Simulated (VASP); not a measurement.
# Sb8H in VASP: further runs, part 2 of 2

VASP 6.6.1. Earlier steps stand in the parts before.

### 3 Relaxation of the atoms, PBE

The input, INCAR:

```
SYSTEM = Sb8H
ALGO = Normal
DIPOL = 0.5 0.5 0.527
EDIFF = 1E-6
EDIFFG = -0.01
ENCUT = 520
GGA = PE
IBRION = 2
IDIPOL = 3
ISIF = 2
ISMEAR = 0
LASPH = .TRUE.
LCHARG = .FALSE.
LDIPOL = .TRUE.
LREAL = .FALSE.
LWAVE = .FALSE.
NELM = 60
NSW = 100
PREC = Accurate
SIGMA = 0.05
```

The input, KPOINTS:

```
k-points
0
G
  10 10 1
  0 0 0
```

The input, POSCAR:

```
Sb8H
1.0
    4.3084000000      0.0000000000      0.0000000000
   -2.1542000000      3.7311838497      0.0000000000
    0.0000000000      0.0000000000     28.7832128000
Sb H
8 1
Selective dynamics
Direct
    0.6666666667      0.3333333333      0.2779397858  F F F
    0.0000000000      0.0000000000      0.3303735711  F F F
    0.3333333333      0.6666666667      0.4085020002  T T T
    0.6666666667      0.3333333333      0.4609357855  T T T
    0.0000000000      0.0000000000      0.5390642145  T T T
    0.3333333333      0.6666666667      0.5914979998  T T T
    0.6666666667      0.3333333333      0.6696264289  T T T
    0.0000000000      0.0000000000      0.7220602142  T T T
    0.3333333333      0.6666666667      0.7429056981  T T T
```

Potentials or basis: VASP PAW PBE potentials, release 64 (Sb, H).

On the command line:

```
> cat potpaw_PBE.64/Sb/POTCAR potpaw_PBE.64/H/POTCAR > POTCAR
> mpirun -np 1 vasp_std > vasp.out
```

OUTCAR:

```text
SYSTEM = Sb8H
   EDIFF = 1E-6
   EDIFFG = -0.01
   ENCUT = 520
   GGA = PE
   IBRION = 2
   ISIF = 2
   ISMEAR = 0
   LASPH = .TRUE.
   LREAL = .FALSE.
   NELM = 60
   NSW = 100
   PREC = Accurate

 ion  position               nearest neighbor table
   1  0.667  0.333  0.278-   2 2.91   2 2.91   2 2.91
   2  0.000  0.000  0.330-   1 2.91   1 2.91   1 2.91   3 3.35   3 3.35   3 3.35
   3  0.333  0.667  0.409-   4 2.91   4 2.91   4 2.91   2 3.35   2 3.35   2 3.35
   4  0.667  0.333  0.461-   3 2.91   3 2.91   3 2.91   5 3.35   5 3.35   5 3.35
   5  0.000  0.000  0.539-   6 2.91   6 2.91   6 2.91   4 3.35   4 3.35   4 3.35
   6  0.333  0.667  0.591-   5 2.91   5 2.91   5 2.91   7 3.35   7 3.35   7 3.35
   7  0.667  0.333  0.670-   8 2.91   8 2.91   8 2.91   6 3.35   6 3.35   6 3.35
   8  0.000  0.000  0.722-   7 2.91   7 2.91   7 2.91
   9  0.333  0.667  0.743-

  LATTYP: Found a hexagonal cell.
 ALAT       =     4.3084000000
 C/A-ratio  =     6.6807197103

  Lattice vectors:

 A1 = (   4.3084000000,   0.0000000000,   0.0000000000)
 A2 = (  -2.1542000000,   3.7311838497,   0.0000000000)
 A3 = (   0.0000000000,   0.0000000000,  28.7832128000)

Analysis of symmetry for initial positions (statically):
=====================================================================
 Subroutine PRICEL returns:
 Original cell was already a primitive cell.

[... 323 lines left out ...]
 number of electron      41.0000000 magnetization

------------------------ aborting loop because EDIFF is reached ----------------------------------------
[... 81 lines left out ...]
--------------------------------------- Ionic step       27  -------------------------------------------

 number of electron      41.0000000 magnetization

 dipolmoment           0.000000      0.000000      0.023346 electrons x Angstroem

 Free energy of the ion-electron system (eV)
  ---------------------------------------------------
  ext. energy  EPLUGINS =         0.00000000
  ---------------------------------------------------
  free energy    TOTEN  =       -34.76832613 eV

  energy without entropy =      -34.75959437  energy(sigma->0) =      -34.76396025

 E-fermi :   1.5233     XC(G=0):  -5.6088

 val. band max:        1.5153478209   @ k =   0.1000   0.0000   0.0000
 cond. band min:       1.5538719608   @ k =   0.3000   0.2000   0.0000
 fundamental gap:      0.0385241399
 Fermi energy:         1.5232669065

 k-point     1 :       0.0000    0.0000    0.0000
  band No.  band energies     occupation
      1     -10.6222      2.00000
      2     -10.3406      2.00000
      3      -9.9104      2.00000
      4      -9.4047      2.00000
      5      -6.8453      2.00000
      6      -5.8553      2.00000
[... 381 lines left out ...]
     24       3.2658      0.00000
     25       3.8090      0.00000

------------------------ aborting loop because EDIFF is reached ----------------------------------------

 vacuum level on the upper side and lower side of the slab       (xc-potential included)         0.122        -0.137

  FORCE on cell =-STRESS in cart. coord.  units (eV):
  Direction    XX          YY          ZZ          XY          YZ          ZX
  --------------------------------------------------------------------------------------
  -------------------------------------------------------------------------------------
  Total       -0.7736756     -0.7736756      0.3582818     -0.0000000     -0.0000000      0.0000000
  in kB       -2.6789680     -2.6789680      1.2406047     -0.0000000     -0.0000000      0.0000000
  external PRESSURE =      -1.3724438 kB  Pullay stress =       0.0000000 kB
[... 24 lines left out ...]
  FREE ENERGIE OF THE ION-ELECTRON SYSTEM (eV)
  ---------------------------------------------------
  free  energy   TOTEN  =       -34.7683261324 eV

  energy  without entropy=      -34.7595943661  energy(sigma->0) =      -34.76396025

 reached required accuracy - stopping structural energy minimisation

 vacuum level on the upper side and lower side of the slab         6.135         5.871
```

OSZICAR:

```text
N       E                     dE             d eps       ncg     rms          rms(c)
DAV:   1     0.257035906765E+03    0.25704E+03   -0.12741E+04   700   0.119E+03
DAV:   2    -0.837268125981E+01   -0.26541E+03   -0.26172E+03   971   0.196E+02
DAV:   3    -0.341507163697E+02   -0.25778E+02   -0.25597E+02   875   0.687E+01
[... 280 lines left out ...]
DAV:   1    -0.347683182685E+02   -0.26573E-04   -0.37381E-03   700   0.326E-01    0.137E-02
DAV:   2    -0.347683472465E+02   -0.28978E-04   -0.27539E-04   952   0.763E-02    0.159E-02
DAV:   3    -0.347683292127E+02    0.18034E-04   -0.30588E-04   960   0.797E-02    0.739E-03
DAV:   4    -0.347683260096E+02    0.32031E-05   -0.31219E-05   950   0.285E-02    0.330E-03
DAV:   5    -0.347683261324E+02   -0.12272E-06   -0.48552E-06   779   0.118E-02
  27 F= -.34768326E+02 E0= -.34763960E+02  d E =-.344283E-04
```

Wall time 60 min (1 thread of Intel Xeon Platinum 8259CL at 2.50GHz (Skylake/Cascade Lake), shared host); peak memory 0.61 GiB.

What came out:

| Quantity | Value |
| --- | --- |
| Free energy | -34.7683 eV |
| Energy gained by relaxing | 10.4 meV/atom |
| Ionic steps | 27 |
| Band gap on the k mesh | none (metal or under the smearing width) |

The path:
| step | energy change (eV) | largest force (eV/Å) | pressure (GPa) |
| --- | --- | --- | --- |
| 1 | 0.0000 | 0.6143 | 0.50 |
| 2 | -0.0480 | 0.4318 | 0.25 |
| 3 | -0.0700 | 0.4605 | -0.05 |
| 4 | -0.0701 | 0.4592 | -0.04 |
| 5 | -0.0707 | 0.4567 | -0.04 |
| 6 | -0.0718 | 0.4484 | -0.03 |
| 7 | -0.0724 | 0.4479 | -0.03 |
| 8 | -0.0740 | 0.4460 | -0.04 |
| 9 | -0.0766 | 0.4422 | -0.05 |
| 10 | -0.0793 | 0.4333 | -0.08 |
| 11 | -0.0795 | 0.4302 | -0.08 |
| 12 | -0.0799 | 0.4291 | -0.09 |
| 13 | -0.0810 | 0.4253 | -0.09 |
| 14 | -0.0831 | 0.4181 | -0.10 |
| 15 | -0.0865 | 0.4041 | -0.11 |
| 16 | -0.0907 | 0.3793 | -0.13 |
| 17 | -0.0882 | 0.3890 | -0.18 |
| 18 | -0.0915 | 0.3682 | -0.15 |
| 19 | -0.0927 | 0.3698 | -0.15 |
| 20 | -0.0932 | 0.3715 | -0.15 |
| 21 | -0.0934 | 0.3720 | -0.14 |
| 22 | -0.0934 | 0.3725 | -0.14 |
| 23 | -0.0935 | 0.3717 | -0.14 |
| 24 | -0.0935 | 0.3713 | -0.14 |
| 25 | -0.0936 | 0.3701 | -0.14 |
| 26 | -0.0936 | 0.3685 | -0.14 |
| 27 | -0.0936 | 0.3680 | -0.14 |

Final structure:
```
Sb H
1.0
     4.30840    0.00000    0.00000
    -2.15420    3.73118    0.00000
     0.00000    0.00000   28.78321
Sb H
8 1
Direct
  0.66667 0.33333 0.27794
  0.00000 0.00000 0.33037
  0.33333 0.66667 0.41437
  0.66667 0.33333 0.46884
  0.00000 0.00000 0.54837
  0.33333 0.66667 0.60372
  0.66667 0.33333 0.67764
  0.00000 0.00000 0.73465
  0.33333 0.66667 0.74027
```

Levels at points of the mesh, in eV from the Fermi level:
```tsv
k point	band 18	band 19	band 20	band 21	band 22	band 23
(0.00, 0.00, 0.00)	-0.72	-0.45	-0.30	-0.02	0.53	0.76
(0.50, 0.00, 0.00)	-1.64	-1.49	-1.25	-0.30	0.59	1.16
```

### 4 Single point, PBE, non-collinear spin, zero start, spin-orbit coupling

The input, INCAR:

```
SYSTEM = Sb8H
ALGO     = Normal         ! electronic algorithm
DIPOL    = 0.5 0.5 0.537
EDIFF    = 1E-7           ! SCF threshold, eV
ENCUT    = 520            ! plane-wave cutoff, eV
GGA      = PE             ! functional
GGA_COMPAT= .FALSE.      
IDIPOL   = 3            
ISIF     = 2              ! what is computed and relaxed
ISMEAR   = 0              ! smearing method
LASPH    = .TRUE.         ! aspherical terms in the spheres
LCHARG   = .FALSE.        ! write CHGCAR
LDIPOL   = .TRUE.       
LORBIT   = 11             ! projections on sites
LORBMOM  = .TRUE.       
LREAL    = .FALSE.        ! projectors in reciprocal space
LSORBIT  = .TRUE.         ! spin-orbit coupling
LWAVE    = .FALSE.        ! write WAVECAR
MAGMOM   = 0 0 0 0 0 0 0 0 0 0 0 0 0 0 0 0 0 0 0 0 0 0 0 0 0 0 0 ! initial moments
NBANDS   = 60             ! bands
NELM     = 150            ! most SCF steps
PREC     = Accurate       ! precision mode
SIGMA    = 0.05           ! smearing width, eV
```

KPOINTS is that of step 3.

The input, POSCAR:

```
Sb8H
1.0
    4.3084000000      0.0000000000      0.0000000000
   -2.1542000000      3.7311838497      0.0000000000
    0.0000000000      0.0000000000     28.7832128000
Sb H
8 1
Direct
    0.6666666667      0.3333333333      0.2779397858
    0.0000000000      0.0000000000      0.3303735711
    0.3333333333      0.6666666667      0.4144421113
    0.6666666667      0.3333333333      0.4689904429
    0.0000000000      0.0000000000      0.5496286674
    0.3333333333      0.6666666667      0.6053553964
    0.6666666667      0.3333333333      0.6826272674
    0.0000000000      0.0000000000      0.7396760541
    0.3333333333      0.6666666667      0.7598234557
```

On the command line:

```
> cat potpaw_PBE.64/Sb/POTCAR potpaw_PBE.64/H/POTCAR > POTCAR
> mpirun -np 1 vasp_ncl > vasp.out
```

It took 45 min on 1 thread of Intel Xeon Platinum 8375C at 2.90GHz (Ice Lake), shared host; peak memory 1.9 GiB.

The run converged. Its results:

| Item | Value |
| --- | --- |
| Free energy | -35.3108 eV |
| Largest force | 0.388 eV/Å |
| Net moment | 0.00 μB per cell |
| Valence electrons inside the program's atomic spheres | Sb 2.40, 2.38, 2.37, 2.31; H 0.42 |

Forces in eV/Å, atoms in the order of the input:
```
Sb   0.000  0.000 -0.380
Sb   0.000  0.000  0.388
Sb   0.000  0.000 -0.037
Sb   0.000  0.000  0.036
Sb   0.000  0.000 -0.024
Sb   0.000  0.000  0.022
Sb   0.000  0.000 -0.019
Sb   0.000  0.000  0.041
H    0.000  0.000 -0.029
```

Moments on the atoms (μB; x, y, z):
```
Sb  0.00 0.00 0.00
Sb  0.00 0.00 0.00
Sb  0.00 0.00 0.00
Sb  0.00 0.00 0.00
Sb  0.00 0.00 0.00
Sb  0.00 0.00 0.00
Sb  0.00 0.00 0.00
Sb  0.00 0.00 0.00
H   0.00 0.00 0.00
```

### 5 Summary

```csv
task,spin,cell,atoms held fixed (from 0),gap on the mesh (eV),largest force (eV/Å)
single point,off,as given,-,none,0.40
relaxation of the atoms,off,atoms relaxed,"[0, 1]",none,-
single point,"non-collinear, zero start, SOC",as given,-,-,0.39
```

Alike in all rows: level PBE; potentials or basis VASP PAW PBE potentials, release 64 (Sb, H); k mesh 10 × 10 × 1; cutoff (eV) 520; smearing gaussian 0.05 eV.

Absolute energies hang on the potentials; compare differences alone.
